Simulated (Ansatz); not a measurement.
# BaTe in the zincblende structure

Level of theory: DFT, PBE, scalar-relativistic, no spin polarisation; plane waves to 420 eV with PAW datasets (Ansatz 0.2.0), Γ-centred 8×8×8 mesh, 0.05 eV Gaussian smearing. The datasets are Ansatz's generated set soft_2.

```
Ba Te
1.0
     0.00000    3.91444    3.91444
     3.91444    0.00000    3.91444
     3.91444    3.91444    0.00000
Ba Te
1 1
Direct
  0.00000 0.00000 0.00000
  0.25000 0.25000 0.25000
```

This is a trial structure: the heavier alkaline earths' oxides and chalcogenides take the rock-salt structure.

Cell and atoms are those of this level's equilibrium.

The cell has space group F-43m (read at 0.01 Å). In it the stress is 0.00, 0.00, 0.00, 0.00, 0.00, 0.00 GPa and the largest force component 0.000 eV/Å. Each change below starts from this cell, without further relaxation. Stress is in GPa, positive in compression, in the order xx, yy, zz, yz, xz, xy; energies are counted from the cell above.

What happens when atom 2 (Te) is moved by 0.20 Å along z?

The energy changes by 52.6 meV per cell, and the force on it along the shift is -0.525 eV/Å (−F/u = 2.62 eV/Å²). Stress: 0.29, 0.29, 0.02, 0.00, 0.00, -1.20. The gap on the mesh goes from 2.57 eV to 2.51 eV.
```
atom  Fx (eV/Å)     Fy      Fz
 Ba1      0.000  0.000   0.525
 Te2      0.000  0.000  -0.525
```
In a harmonic crystal the energy would rise by −½F·u = ½ × 2.62 × 0.20² eV = 52.5 meV, which matches.

One atom was moved along a Cartesian axis, and these forces appeared. Which atom, and about how far?
```tsv
atom	Fx (eV/Å)	Fy	Fz
Ba1	-0.211	0.000	0.000
Te2	0.211	0.000	0.000
```

Atom 1 (Ba) is moved by 0.08 Å along x; the energy changes by 8.4 meV per cell. Moving the other atom the opposite way is the same thing.

A single strain component, atoms carried along, gave the stress 0.40, 0.38, 0.38, 0.00, 0.00, 0.00. Which component, and about how large?

An engineering strain of -2 % in xx; the energy changes by 3.0 meV per cell.

A single strain component, atoms carried along, gave the stress 0.02, 0.02, 0.02, 0.00, 0.00, -0.41. Which component, and about how large?

An engineering strain of 3 % in xy; the energy changes by 4.7 meV per cell.

All atoms and the cell are disturbed at random:
```
CELL_PARAMETERS angstrom
-0.03049 3.93636 3.93161
3.93049 -0.03949 3.94061
3.84453 3.85940 0.04648
ATOMIC_POSITIONS crystal
Ba 0.02446 0.99219 0.00667
Te 0.22554 0.25781 0.24333
```
Give the energy change, the stress and the forces.

107.7 meV per cell; stress 0.64, 0.24, 0.52, 0.20, 1.31, 1.18 GPa. The gap on the mesh goes from 2.57 eV to 2.47 eV.
```
atom  Fx (eV/Å)      Fy      Fz
 Ba1     -0.182  -0.578  -0.486
 Te2      0.182   0.578   0.486
```

All atoms and the cell are disturbed at random:
```
CELL_PARAMETERS angstrom
-0.03019 3.81330 3.87824
3.86627 -0.07662 3.92467
3.88463 3.87809 -0.09498
ATOMIC_POSITIONS crystal
Ba 0.97986 0.02580 0.99292
Te 0.27014 0.22420 0.25708
```
Give the energy change, the stress and the forces.

101.7 meV per cell; stress 0.51, 0.37, 0.65, 1.35, -1.10, -0.04 GPa. The gap on the mesh goes from 2.57 eV to 2.50 eV.
| atom | Fx (eV/Å) | Fy | Fz |
| --- | --- | --- | --- |
| Ba1 | -0.522 | 0.463 | 0.103 |
| Te2 | 0.522 | -0.463 | -0.103 |

Semilocal functionals underestimate band gaps, commonly by a third or more. For elements this heavy, spin–orbit coupling would shift levels and gaps; it isn't included here.
